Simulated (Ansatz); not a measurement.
# Surface calculation: fcc Sb (110), 1 layer

The slab is cut from the fcc crystal, which needn't be the stable phase, as relaxed on PAW files (27.51 Å³/atom), with 16 Å of vacuum and a dipole correction:

```
Sb
1.0
     3.38847    0.00000    0.00000
     0.00000    4.79202    0.00000
     0.00000    0.00000   16.00000
Sb
1
Direct
  0.00000 0.00000 0.50000
```

All numbers are PBE results (scalar-relativistic) from Ansatz 0.2.0, with a Γ-centred 10×7×1 k mesh, Fermi–Dirac smearing of 0.08 eV, no spin polarisation. Methods: LAPW: all electrons, basis error target 1 meV/atom; PAW: frozen-core files, cutoff 420 eV.

The bulk energy comes from a cell in the slab's orientation on a 10×7×10 mesh. The surface energy is (E(slab) − N·E(bulk))/2A at zero smearing, the mean of both faces; thin slabs carry quantum-size effects.

Spin–orbit coupling is left out, which matters for the heavy atoms.

Problem. As cut, the LAPW slab lies 1.545 eV above 1 atom of bulk. What surface energy is that?

Solution. Over two faces of 16.24 Å² it is 47.6 meV/Å², and times 16.02 J/m² per eV/Å² that gives γ = 0.762 J/m².

```json
{"method": "LAPW", "γ as cut (J/m²)": "0.762", "Φ as cut (eV)": "?"}
```

Problem. What belongs in the row "LAPW", column "Φ as cut (eV)"?

Solution. 5.04.

Problem. What changes if relativity is switched off, at the same positions?

Solution. LAPW then gives: no gap, work function 5.10 eV.
